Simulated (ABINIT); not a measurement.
Runs of ABINIT 10.8.3 (patched build) on Hf. The structure is hexagonal, space group P6_3/mmc (No. 194). Conventional cell: a = 3.197 Å, b = 3.197 Å, c = 5.058 Å, α = 90.00°, β = 90.00°, γ = 120.00°. Around Hf (site symmetry -6m2) lie 12 Hf at 3.13 to 3.20 Å. 

```csv
task,level,potentials or basis,cell,k mesh,cutoff (eV),smearing,bands in the sums,broadening (eV),scissor shift (eV),tensor components,stop of the response cycle (tolvrs),gap on the mesh (eV),pressure (GPa)
single point,PBE,PseudoDojo NC SR PBE v0.4.1 standard,as given,8 × 8 × 4,707,fermi-dirac 0.05 eV,-,-,-,-,-,none,0.3
optical spectrum,LDA,PseudoDojo NC SR LDA v0.4.1 standard,as given,"16 × 16 × 8, shifted",707,fermi-dirac 0.1 eV,24,0.2,0,"[11, 33]",-,-,-8.9
phonons at a zone-boundary q,LDA,PseudoDojo NC SR LDA v0.4.1 standard,as given,12 × 12 × 6,707,gaussian 0.2 eV,-,-,-,-,1e-08,none,-8.9
single point,LDA,PseudoDojo NC SR LDA v0.4.1 standard,as given,8 × 8 × 4,707,fermi-dirac 0.05 eV,-,-,-,-,-,none,(a)
phonons,LDA,PseudoDojo NC SR LDA v0.4.1 standard,as given,12 × 12 × 6,707,methfessel-paxton 0.1 eV,-,-,-,-,1e-08,none,-9.0
relaxation of cell and atoms,LDA,JTH PAW LDA v2.0,relaxed,8 × 8 × 4,463,fermi-dirac 0.05 eV,-,-,-,-,-,none,0.0
optical spectrum,PBE,PseudoDojo NC SR PBE v0.4.1 standard,as given,"16 × 16 × 8, shifted",707,gaussian 0.2 eV,20,0.05,0,"[11, 33]",-,-,0.5
```

Alike in all rows: no spin polarisation.

Q: Estimate the missing entries.

A: (a) -9.2.

Caveats: the intraband (Drude) term is left out (some runs); spectra need much finer meshes, so this one isn't converged (some runs); the cell is more than 3 GPa from zero pressure, which shifts response properties (some runs).

A k mesh can miss the band edges, and the runs leave out spin-orbit coupling on Hf.

A gap of «none» marks a metal or a gap under the smearing width.

Not every run made on this cell is shown here.
